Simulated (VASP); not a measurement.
# Au in VASP: further runs

Runs on Au. Level: PBEsol+U. Tasks: density of states.

Everything below comes from runs of VASP 6.6.1. Logs are shortened: lines on timing, memory, paths and dates and some standing lists are left out, and cuts for length are marked.

## Step 1: Starting point

The cell holds a slab with vacuum, 7 atoms: a = 2.823 Å, b = 2.920 Å, c = 29.680 Å, α = 90.00°, β = 90.00°, γ = 118.91°.

The slab is cut from a database's or a generator's crystal, which needn't be the stable form of the element.

## Step 2: Density of states, PBEsol+U

POSCAR

```
Au
1.0
    2.8226199300      0.0000000000      0.0000000000
   -1.4113099650      2.5559330250      0.0000000000
    0.0000000000      0.0000000000     29.6795088300
Au
7
Direct
    0.3346720300      0.6693440600      0.2526995997
    0.6653279700      0.3306559400      0.3351330665
    0.3346720300      0.6693440600      0.4175665332
    0.6653279700      0.3306559400      0.5000000000
    0.3346720300      0.6693440600      0.5824334668
    0.6653279700      0.3306559400      0.6648669335
    0.3346720300      0.6693440600      0.7473004003
```

INCAR.step1

```
SYSTEM = Au
ALGO = Normal
DIPOL = 0.5 0.5 0.500
EDIFF = 1E-7
ENCUT = 520
GGA = PS
IDIPOL = 3
ISIF = 2
ISMEAR = -1
LASPH = .TRUE.
LCHARG = .TRUE.
LDAU = .TRUE.
LDAUJ = 0
LDAUL = 2
LDAUPRINT = 1
LDAUTYPE = 2
LDAUU = 5
LDIPOL = .TRUE.
LMAXMIX = 4
LREAL = .FALSE.
LWAVE = .FALSE.
NELM = 100
PREC = Accurate
SIGMA = 0.05
```

KPOINTS.step1

```
k-points
0
G
  8 8 1
  0 0 0
```

INCAR.step2

```
SYSTEM = Au
ALGO = Normal
DIPOL = 0.5 0.5 0.500
EDIFF = 1E-7
ENCUT = 520
GGA = PS
ICHARG = 11
IDIPOL = 3
ISIF = 2
ISMEAR = -5
LASPH = .TRUE.
LCHARG = .FALSE.
LDAU = .TRUE.
LDAUJ = 0
LDAUL = 2
LDAUPRINT = 1
LDAUTYPE = 2
LDAUU = 5
LDIPOL = .TRUE.
LMAXMIX = 4
LORBIT = 11
LREAL = .FALSE.
LWAVE = .FALSE.
NEDOS = 2001
NELM = 100
PREC = Accurate
SIGMA = 0.05
```

KPOINTS.step2

```
k-points
0
G
  12 12 1
  0 0 0
```

Potentials or basis: VASP PAW PBE potentials, release 64 (Au).

Started as:

```sh
$ cat potpaw_PBE.64/Au/POTCAR > POTCAR
$ cp INCAR.step1 INCAR
$ cp KPOINTS.step1 KPOINTS
$ mpirun -np 1 vasp_std > vasp.out
$ cp INCAR.step2 INCAR
$ cp KPOINTS.step2 KPOINTS
$ mpirun -np 1 vasp_std > vasp.out
```

OUTCAR:

```text
SYSTEM = Au
   EDIFF = 1E-7
   ENCUT = 520
   GGA = PS
   ICHARG = 11
   ISIF = 2
   ISMEAR = -5
   LASPH = .TRUE.
   LORBIT = 11
   LREAL = .FALSE.
   NELM = 100
   PREC = Accurate

 ion  position               nearest neighbor table
   1  0.335  0.669  0.253-   2 2.95   2 2.95   2 2.97
   2  0.665  0.331  0.335-   3 2.95   3 2.95   1 2.95   1 2.95   3 2.97   1 2.97
   3  0.335  0.669  0.418-   2 2.95   2 2.95   4 2.95   4 2.95   2 2.97   4 2.97
   4  0.665  0.331  0.500-   3 2.95   5 2.95   3 2.95   5 2.95   3 2.97   5 2.97
   5  0.335  0.669  0.582-   6 2.95   6 2.95   4 2.95   4 2.95   6 2.97   4 2.97
   6  0.665  0.331  0.665-   5 2.95   5 2.95   7 2.95   7 2.95   5 2.97   7 2.97
   7  0.335  0.669  0.747-   6 2.95   6 2.95   6 2.97

  LATTYP: Found a base centered orthorhombic cell.
 ALAT       =     2.8226199300
 B/A-ratio  =     1.8110359088
 C/A-ratio  =    10.5148796388

  Lattice vectors:

 A1 = (   1.4113099650,  -2.5559330250,   0.0000000000)
 A2 = (   1.4113099650,   2.5559330250,   0.0000000000)
 A3 = (   0.0000000000,   0.0000000000,  29.6795088300)

Analysis of symmetry for initial positions (statically):
=====================================================================
 Subroutine PRICEL returns:
 Original cell was already a primitive cell.

 Routine SETGRP: Setting up the symmetry group for a
 base centered orthorhombic supercell.

 Subroutine GETGRP returns: Found  4 space group operations
 (whereof  4 operations were pure point group operations)
 out of a pool of  8 trial point group operations.

The static configuration has the point symmetry C_2v.

Analysis of symmetry for dynamics (positions and initial velocities):
=====================================================================
 Subroutine PRICEL returns:
 Original cell was already a primitive cell.

 Routine SETGRP: Setting up the symmetry group for a
 base centered orthorhombic supercell.

 Subroutine GETGRP returns: Found  4 space group operations
 (whereof  4 operations were pure point group operations)
 out of a pool of  8 trial point group operations.

The dynamic configuration has the point symmetry C_2v.

 Subroutine INISYM returns: Found  4 space group operations
 (whereof  4 operations are pure point group operations),
 and found     1 'primitive' translations

----------------------------------------------------------------------------------------

                                     Primitive cell

  volume of cell :     214.1207

  direct lattice vectors                    reciprocal lattice vectors
     2.822619930  0.000000000  0.000000000     0.354280783  0.195623279  0.000000000
    -1.411309965  2.555933025  0.000000000     0.000000000  0.391246559  0.000000000
     0.000000000  0.000000000 29.679508830     0.000000000  0.000000000  0.033693280

  length of vectors
     2.822619930  2.919689957 29.679508830     0.404701545  0.391246559  0.033693280

  position of ions in fractional coordinates (direct lattice)
     0.334672030  0.669344060  0.252699600
     0.665327970  0.330655940  0.335133066
     0.334672030  0.669344060  0.417566533
     0.665327970  0.330655940  0.500000000
     0.334672030  0.669344060  0.582433467
     0.665327970  0.330655940  0.664866934
     0.334672030  0.669344060  0.747300400

  ion indices of the primitive-cell ions
   primitive index   ion index
                 1           1
                 2           2
                 3           3
                 4           4
                 5           5
                 6           6
                 7           7

----------------------------------------------------------------------------------------

 KPOINTS: k-points

Automatic generation of k-mesh.
 Grid dimensions read from file:
 generate k-points for:   12   12    1

 Generating k-lattice:

  Cartesian coordinates                     Fractional coordinates (reciprocal lattice)
     0.029523399  0.016301940  0.000000000     0.083333333  0.000000000  0.000000000
     0.000000000  0.032603880  0.000000000     0.000000000  0.083333333  0.000000000
     0.000000000  0.000000000  0.033693280     0.000000000  0.000000000  1.000000000

  Length of vectors
     0.033725129  0.032603880  0.033693280

  Shift w.r.t. Gamma in fractional coordinates (k-lattice)
     0.000000000  0.000000000  0.000000000

 TETIRR: Found    222 inequivalent tetrahedra from      864

 Subroutine IBZKPT returns following result:
 ===========================================

 Found     43 irreducible k-points:

 Following reciprocal coordinates:
            Coordinates               Weight
  0.000000  0.000000  0.000000      1.000000
  0.083333 -0.000000  0.000000      4.000000
  0.166667 -0.000000  0.000000      4.000000
  0.250000 -0.000000  0.000000      4.000000
  0.333333 -0.000000  0.000000      4.000000
  0.416667 -0.000000  0.000000      4.000000
[... 16 lines left out ...]
  0.333333  0.166667  0.000000      4.000000
  0.416667  0.166667  0.000000      4.000000
 [... further k-points ...]
   k-points           NKPTS =     43   k-points in BZ     NKDIM =     43   number of bands    NBANDS=     46
   number of dos      NEDOS =   2001   number of ions     NIONS =      7
   total plane-waves  NPLWV = 129024
   dimension x,y,z NGX =    24 NGY =   24 NGZ =  224
   dimension x,y,z NGXF=    48 NGYF=   48 NGZF=  448
   ions per type =               7
   NGX,Y,Z   is equivalent  to a cutoff of  14.14, 13.67, 12.55 a.u.
   NGXF,Y,Z  is equivalent  to a cutoff of  28.27, 27.33, 25.09 a.u.
 SYSTEM =  Au
   PREC   = accura    normal or accurate (medium, high low for compatibility)
   ISTART =      0    job   : 0-new  1-cont  2-samecut
   ICHARG =     11    charge: 1-file 2-atom 10-const
   ISPIN  =      1    spin polarized calculation?
   LNONCOLLINEAR =      F non collinear calculations
   LSORBIT =      F    spin-orbit coupling
   LASPH  =      T    aspherical Exc in radial PAW
   ENCUT  =  520.0 eV  38.22 Ry    6.18 a.u.   5.25  5.43 55.18*2*pi/ulx,y,z
   NELM   =    100;   NELMIN=  2; NELMDL=  0     # of ELM steps
   EDIFF  = 0.1E-06   stopping-criterion for ELM
   LREAL  =      F    real-space projection
   EDIFFG = 0.1E-05   stopping-criterion for IOM
   NSW    =      0    number of steps for IOM
   IBRION =     -1    ionic relax: 0-MD 1-quasi-New 2-CG
   NFREE  =      0    steps in history (QN), initial steepest desc. (CG)
   ISIF   =      2    stress and relaxation
   ISYM   =      2    0-nonsym 1-usesym 2-fastsym
   POTIM  = 0.5000    time-step for ionic-motion
   TEBEG  =    0.0;   TEEND  =   0.0 temperature during run
   PSTRESS=    0.0 pullay stress
   NELECT =      77.0000    total number of electrons
   NUPDOWN=      -1.0000    fix difference up-down
   EMIN   =  10.00;   EMAX   =-10.00  energy-range for DOS
   EFERMI =   0.00;   METHOD = LEGACY
   ISMEAR =    -5;   SIGMA  =   0.05  broadening in eV -4-tet -1-fermi 0-gaus
   EFERMI_NEDOS =   21; number of points for ismear=-14 and -15
   IALGO  =     38    algorithm
   IMIX   =      4    mixing-type and parameters
     AMIX     =   0.40;   BMIX     =  1.00
     AMIX_MAG =   1.60;   BMIX_MAG =  1.00
  volume/ion in A,a.u.               =      30.59       206.42
  Fermi-wavevector in a.u.,A,eV,Ry     =   1.164177  2.199975 18.440074  1.355307
  Thomas-Fermi vector in A             =   2.300718
   LORBIT       =     11    0 simple, 1 ext, 2 COOP (PROOUT), +10 PAW based schemes
 LDA+U is selected, type is set to LDAUTYPE =  2
   angular momentum for each species LDAUL =     2
   U (eV)           for each species LDAUU =   5.0
   J (eV)           for each species LDAUJ =   0.0
   GGA     = PS    functional components
   LHFCALC =     F    Hartree Fock is set to
   AEXX    =    0.0000 exact exchange contribution
   IVDW    =     0    specifies the selected vdW correction
   LEPSILON=     F    determine dielectric tensor
   LRPA    =     F    only Hartree local field effects (RPA)
 non-spin polarized calculation
 Fermi weights with tetrahedron method with Bloechl corrections
  energy-cutoff  :      520.00
  volume of cell :      214.12
 maximum number of plane-waves:      5836
 NGX is ok and might be reduce to    24

atom =   1  type =  1  l = 2

 onsite density matrix

spin component  1
[... 215 lines left out ...]
  o =  0.8925  v = -0.0000  0.1279 -0.1442 -0.0000  0.9812  0.0000  0.0000  0.0000  0.0000  0.0000      0.0000  0.0000  0.0000  0.0000  0.0000  0.0000  0.0000  0.0000  0.0000  0.0000
  o =  0.8925  v =  0.0000  0.0000  0.0000  0.0000  0.0000 -0.0000  0.1279 -0.1442 -0.0000  0.9812      0.0000  0.0000  0.0000  0.0000  0.0000  0.0000  0.0000  0.0000  0.0000  0.0000
  o =  0.9008  v =  0.9738 -0.0000 -0.0000  0.2275  0.0000  0.0000  0.0000  0.0000  0.0000  0.0000      0.0000  0.0000  0.0000  0.0000  0.0000  0.0000  0.0000  0.0000  0.0000  0.0000
  o =  0.9008  v =  0.0000  0.0000  0.0000  0.0000  0.0000  0.9738 -0.0000 -0.0000  0.2275  0.0000      0.0000  0.0000  0.0000  0.0000  0.0000  0.0000  0.0000  0.0000  0.0000  0.0000
  o =  0.9094  v = -0.0000 -0.2104 -0.9708  0.0000 -0.1153  0.0000  0.0000  0.0000  0.0000  0.0000      0.0000  0.0000  0.0000  0.0000  0.0000  0.0000  0.0000  0.0000  0.0000  0.0000
  o =  0.9094  v =  0.0000  0.0000  0.0000  0.0000  0.0000 -0.0000 -0.2104 -0.9708  0.0000 -0.1153      0.0000  0.0000  0.0000  0.0000  0.0000  0.0000  0.0000  0.0000  0.0000  0.0000
  o =  0.9147  v =  0.0000  0.0000  0.0000  0.0000  0.0000 -0.0000 -0.9692  0.1917  0.0000  0.1545      0.0000  0.0000  0.0000  0.0000  0.0000  0.0000  0.0000  0.0000  0.0000  0.0000
  o =  0.9147  v = -0.0000 -0.9692  0.1917  0.0000  0.1545  0.0000  0.0000  0.0000  0.0000  0.0000      0.0000  0.0000  0.0000  0.0000  0.0000  0.0000  0.0000  0.0000  0.0000  0.0000
  o =  0.9152  v =  0.0000  0.0000  0.0000  0.0000  0.0000  0.2275 -0.0000  0.0000 -0.9738  0.0000      0.0000  0.0000  0.0000  0.0000  0.0000  0.0000  0.0000  0.0000  0.0000  0.0000
  o =  0.9152  v =  0.2275 -0.0000  0.0000 -0.9738  0.0000  0.0000  0.0000  0.0000  0.0000  0.0000      0.0000  0.0000  0.0000  0.0000  0.0000  0.0000  0.0000  0.0000  0.0000  0.0000

 number of electron      77.0000005 magnetization

 dipolmoment           0.000000      0.000000      0.000000 electrons x Angstroem

 Free energy of the ion-electron system (eV)
  ---------------------------------------------------
  ext. energy  EPLUGINS =         0.00000000
  ---------------------------------------------------
  free energy    TOTEN  =        -9.72174660 eV

  energy without entropy =       -9.72174660  energy(sigma->0) =       -9.72174660

 E-fermi :   2.5050     XC(G=0):  -7.7626

 val. band max:        2.7165575835   @ k =   0.0000   0.5000   0.0000
 cond. band min:       2.4684168868   @ k =   0.4167  -0.0000   0.0000
 fundamental gap:     -0.2481406967
 Fermi energy:         2.5050381125

 k-point     1 :       0.0000    0.0000    0.0000
  band No.  band energies     occupation
      1      -6.2642      2.00000
      2      -5.8633      2.00000
      3      -5.3719      2.00000
      4      -5.0462      2.00000
      5      -5.0186      2.00000
      6      -4.8185      2.00000
[... 1165 lines left out ...]
     45       7.5435      0.00000
     46       7.8219      0.00000

 [... further k-points ...]

------------------------ aborting loop because EDIFF is reached ----------------------------------------

 vacuum level on the upper side and lower side of the slab       (xc-potential included)        -0.076        -0.076

  FORCE on cell =-STRESS in cart. coord.  units (eV):
  Direction    XX          YY          ZZ          XY          YZ          ZX
  --------------------------------------------------------------------------------------
  -------------------------------------------------------------------------------------
  Total       -7.5129912     -7.4484827     -5.0834968      0.0000000      0.0000000      0.0000000
  in kB      -56.2166395    -55.7339484    -38.0377265      0.0000000      0.0000000      0.0000000
  external PRESSURE =     -49.9961048 kB  Pullay stress =       0.0000000 kB

 VOLUME and BASIS-vectors are now :
 -----------------------------------------------------------------------------
  energy-cutoff  :      520.00
  volume of cell :      214.12
      direct lattice vectors                 reciprocal lattice vectors
     2.822619930  0.000000000  0.000000000     0.354280783  0.195623279  0.000000000
    -1.411309965  2.555933025  0.000000000     0.000000000  0.391246559  0.000000000
     0.000000000  0.000000000 29.679508830     0.000000000  0.000000000  0.033693280

 POSITION                                       TOTAL-FORCE (eV/Angst)
 -----------------------------------------------------------------------------------
      0.00000      1.71080      7.50000         0.000000      0.007683      0.322888
      1.41131      0.84513      9.94658        -0.000000     -0.013054      0.096091
      0.00000      1.71080     12.39317         0.000000      0.009953     -0.016193
      1.41131      0.84513     14.83975        -0.000000     -0.009165      0.000000
      0.00000      1.71080     17.28634         0.000000      0.009953      0.016193
      1.41131      0.84513     19.73292        -0.000000     -0.013054     -0.096091
      0.00000      1.71080     22.17951         0.000000      0.007683     -0.322888
 -----------------------------------------------------------------------------------
    total drift:                                0.000000      0.000676     -0.000000

  FREE ENERGIE OF THE ION-ELECTRON SYSTEM (eV)
  ---------------------------------------------------
  free  energy   TOTEN  =        -9.7217465958 eV

  energy  without entropy=       -9.7217465958  energy(sigma->0) =       -9.72174660

 vacuum level on the upper side and lower side of the slab         7.553         7.553

 total charge

# of ion       s       p       d       tot
------------------------------------------
    1        0.522   0.216   9.026   9.763
    2        0.497   0.270   9.019   9.786
    3        0.495   0.276   9.009   9.780
    4        0.499   0.280   9.014   9.793
    5        0.495   0.276   9.009   9.780
    6        0.497   0.270   9.019   9.786
    7        0.522   0.216   9.026   9.763
--------------------------------------------------
tot          3.525   1.805  63.120  68.451
```

It took 5.9 min on 1 thread of Intel Xeon 6975P-C (Granite Rapids), shared host; peak memory 0.5 GiB.

Results:

```yaml
Valence_electrons_inside_the_program's_atomic_spheres: Au 9.76, 9.79, 9.78
```

Levels at points of the mesh, in eV from the Fermi level:
```
           k point  band 35  band 36  band 37  band 38  band 39  band 40  band 41  band 42  band 43  band 44
(0.00, 0.00, 0.00)    -3.35    -3.26    -3.21    -3.18    -3.13    -3.12    -2.39    -0.55     0.17     3.68
(0.50, 0.00, 0.00)    -2.41     0.54     0.64     0.92     1.35     1.65     1.84     1.84     4.12     4.27
(0.00, 0.50, 0.00)    -2.53     0.21     0.31     0.57     0.95     1.18     1.35     1.35     3.52     3.67
```

States per cell in windows of 0.5 eV (zero at the Fermi level; states under -8 eV left out):
```
from (eV)  total  Au2_d  Au6_d  Au4_d  Au3_d  Au5_d  Au1_d
     -8.0   0.40   0.01   0.01   0.01   0.01   0.01   0.00
     -7.5   3.46   0.33   0.33   0.48   0.41   0.41   0.07
     -7.0   7.19   0.89   0.89   0.80   0.83   0.83   0.46
     -6.5   7.22   0.96   0.96   0.89   0.76   0.76   0.71
     -6.0   7.98   0.98   0.98   0.92   0.96   0.96   0.94
     -5.5   8.02   0.95   0.95   1.06   1.03   1.03   0.96
     -5.0   8.54   1.03   1.03   1.07   1.06   1.06   1.08
     -4.5   7.57   0.77   0.77   0.83   0.90   0.90   1.25
     -4.0   7.47   0.84   0.84   0.84   0.84   0.84   1.31
     -3.5   9.44   1.27   1.27   1.21   1.19   1.19   1.37
     -3.0   5.23   0.73   0.73   0.65   0.73   0.73   0.62
     -2.5   0.81   0.07   0.07   0.06   0.07   0.07   0.07
     -2.0   0.84   0.06   0.06   0.06   0.07   0.07   0.05
     -1.5   0.78   0.05   0.05   0.05   0.05   0.05   0.04
     -1.0   0.80   0.04   0.04   0.04   0.05   0.05   0.04
     -0.5   0.90   0.04   0.04   0.04   0.04   0.04   0.04
      0.0   1.03   0.04   0.04   0.04   0.04   0.04   0.04
      0.5   0.97   0.03   0.03   0.04   0.04   0.04   0.03
      1.0   0.99   0.03   0.03   0.04   0.04   0.04   0.03
      1.5   1.10   0.04   0.04   0.04   0.04   0.04   0.03
      2.0   1.00   0.03   0.03   0.03   0.03   0.03   0.03
      2.5   0.86   0.03   0.03   0.02   0.03   0.03   0.02
      3.0   0.80   0.02   0.02   0.02   0.02   0.02   0.02
      3.5   0.84   0.02   0.02   0.02   0.02   0.02   0.02
      4.0   1.14   0.03   0.03   0.03   0.03   0.03   0.03
      4.5   1.27   0.03   0.03   0.03   0.03   0.03   0.03
      5.0   1.77   0.03   0.03   0.04   0.04   0.04   0.03
      5.5   1.28   0.02   0.02   0.02   0.02   0.02   0.02
      6.0   0.81   0.01   0.01   0.01   0.01   0.01   0.01
      6.5   0.77   0.01   0.01   0.01   0.01   0.01   0.01
      7.0   0.35   0.00   0.00   0.01   0.01   0.01   0.00
      7.5   0.00   0.00   0.00   0.00   0.00   0.00   0.00
```

Eigenvalues of the final occupation matrices:
```
    site  spin  trace               eigenvalues
site 1 d     1   4.53  0.89 0.90 0.91 0.91 0.92
site 1 d     2   4.53  0.89 0.90 0.91 0.91 0.92
site 2 d     1   4.53  0.89 0.90 0.91 0.91 0.92
site 2 d     2   4.53  0.89 0.90 0.91 0.91 0.92
site 3 d     1   4.53  0.89 0.90 0.91 0.91 0.91
site 3 d     2   4.53  0.89 0.90 0.91 0.91 0.91
site 4 d     1   4.53  0.89 0.90 0.91 0.91 0.92
site 4 d     2   4.53  0.89 0.90 0.91 0.91 0.92
site 5 d     1   4.53  0.89 0.90 0.91 0.91 0.91
site 5 d     2   4.53  0.89 0.90 0.91 0.91 0.91
site 6 d     1   4.53  0.89 0.90 0.91 0.91 0.92
site 6 d     2   4.53  0.89 0.90 0.91 0.91 0.92
```

Caveat: the PAW data sets were made with another functional, which shifts forces and pressure a little; U without spin polarisation on a metal has little footing; the U is typed as a test and isn't derived for this compound; tetrahedron occupations give inexact forces and stress in metals.

(Part 1 of 2 ends here.)
